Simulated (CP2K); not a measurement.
Crystal: AlN.

```
CELL_PARAMETERS angstrom
3.08863 0.00000 0.00000
1.54432 2.67483 0.00000
1.54432 0.89161 2.52186
ATOMIC_POSITIONS crystal
Al 0.00000 0.00000 0.00000
N 0.25000 0.25000 0.25000
```

Measurements of this composition are mostly on another form, of space group No. 186.

Base run:

| Quantity | Value |
| --- | --- |
| Program | CP2K 2026.2 |
| Functional | PBE |
| Potentials or basis | POTENTIAL_UZH Al GTH-PBE-q3, N GTH-PBE-q5; TZVP-MOLOPT-PBE-GTH basis |
| Density cutoff | 9184 eV |
| k mesh | 10 × 10 × 10 |
| Occupations | fermi-dirac, width 0.05 eV |
| Spin | no spin polarisation |

Its results: band gap on the k mesh 3.32 eV, indirect (least direct gap 4.22 eV); pressure 3.8 GPa.

Problem. After a change of settings the same cell gave: band gap on the k mesh 3.15 eV, indirect (least direct gap 4.12 eV); pressure 3.5 GPa. Which change was it?
A. functional from PBE to MS2
B. functional from PBE to AM05
C. functional from PBE to optB88-vdW; eps_default from 1.0E-9 to 1.0E-10
D. functional from PBE to rev-vdW-DF2; eps_default from 1.0E-9 to 1.0E-10

Solution. B.

Caveats: the basis of atomic orbitals isn't converged, which shifts pressures, moduli and gaps; the potentials were made for another functional, which shifts forces and pressure (some runs).

Not every run made on this cell is shown here.
